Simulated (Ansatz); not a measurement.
# How settings move the G0W0 gap of Be2C (Fm-3m)

Be2C (Fm-3m) from a database of computed structures, relaxed with r2SCAN; one-shot G0W0 in Ansatz without spin-orbit coupling. Calculated for a static, non-magnetic cell.

```yaml
crystal:
  lattice:
    - [0.00000, 2.16049, 2.16049]
    - [2.16049, 0.00000, 2.16049]
    - [2.16049, 2.16049, 0.00000]
  atoms:
    - { symbol: Be, position: [0.75000, 0.75000, 0.75000] }
    - { symbol: Be, position: [0.25000, 0.25000, 0.25000] }
    - { symbol: C, position: [0.00000, 0.00000, 0.00000] }
```

Gaps are read over the mesh points alone. G0W0 here is at a finite number of bands, screening cutoff and k mesh, not at the basis limit.
```
 start       potentials      frequency model      mesh  empty bands  screening cutoff (eV)  Kohn-Sham gap (eV)  G0W0 gap (eV)
   PBE              PAW  contour deformation     8×8×8           60                    120                1.17           1.87
   PBE              PAW  contour deformation     8×8×8          149                    220                1.17           2.00
   PBE              PAW  contour deformation     8×8×8          274                    300                1.17           2.05
 HSE06              PAW  contour deformation     8×8×8          149                    220                1.91           2.32
r2SCAN              PAW  contour deformation     8×8×8          149                    220                1.53           2.14
  PBE0              PAW  contour deformation     8×8×8          149                    220                2.60           2.46
   PBE              PAW     Godby-Needs pole     8×8×8          149                    220                1.17           1.93
   PBE              PAW  contour deformation  10×10×10           32                     80                1.17           1.72
   PBE  norm-conserving  contour deformation     8×8×8          149                    220                1.17           2.00
```

The quasiparticle gap on this mesh is 2.05 eV (Γ to X), against 1.17 eV from PBE: +0.88 eV. Renormalisation factors Z lie between 0.75 and 0.82.

Raising bands and cutoff together moves the gap by +0.13 eV (120 to 220 eV), then +0.05 eV (220 to 300 eV); the last step is still large, so the basis limit isn't reached. Starting from HSE06 (1.91 eV against PBE's 1.17 eV) gives 2.32 eV, +0.32 eV from G0W0@PBE at the same screening cutoff. Starting from r2SCAN (1.53 eV against PBE's 1.17 eV) gives 2.14 eV, +0.14 eV from G0W0@PBE at the same screening cutoff. Starting from PBE0 (2.60 eV against PBE's 1.17 eV) gives 2.46 eV, +0.46 eV from G0W0@PBE at the same screening cutoff. The Godby-Needs plasmon pole differs from contour deformation by -0.07 eV. Norm-conserving potentials (wave cutoff 1800 eV against 420 eV) shift the quasiparticle gap by 0.00 eV and the PBE gap by 0.00 eV. r2SCAN runs take a wave cutoff of 500 eV.
